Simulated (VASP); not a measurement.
Runs of VASP 6.6.1 on Al. The structure is cubic, space group Fm-3m (No. 225). The conventional cell has a = 4.050 Å, b = 4.050 Å, c = 4.050 Å, α = 90.00°, β = 90.00°, γ = 90.00°. Al (site symmetry m-3m) is surrounded by 12 Al at 2.86 Å. 

| task | level | cell | cutoff (eV) | smearing | gap on the mesh (eV) | pressure (GPa) | relaxed volume (Å³/atom) |
| --- | --- | --- | --- | --- | --- | --- | --- |
| relaxation of cell and atoms | RPBE+D3(BJ) | relaxed | 600 | fermi-dirac 0.05 eV | none | -0.1 | (b) |
| relaxation of cell and atoms | revPBE+D3(BJ) | relaxed | 600 | fermi-dirac 0.05 eV | none | 0.0 | (a) |
| relaxation of cell and atoms | PBEsol+rVV10 | relaxed | 600 | fermi-dirac 0.05 eV | none | 0.0 | 16.19 |
| relaxation of cell and atoms | revPBE+D4 | relaxed | 600 | fermi-dirac 0.05 eV | none | 0.0 | 15.63 |
| single point | PBE | as given | 520 | gaussian 0.026 eV | none | -0.5 | - |

Alike in all rows: potentials or basis VASP PAW PBE potentials, release 64 (Al); no spin polarisation; k mesh 11 × 11 × 11.

Estimate the missing entries.

(a) 15.41; (b) 13.48.

Caveats: the PAW data sets were made with another functional, which shifts forces and pressure a little (some runs); pairwise dispersion overbinds metals, which lowers pressure and volume (some runs); the volume moved by over 15 % at a fixed basis, so the end points are rough (some runs); the volume moved by -19 % from the deposited cell, more than functionals usually miss (some runs).

A gap of «none» marks a metal or a gap under the smearing width.
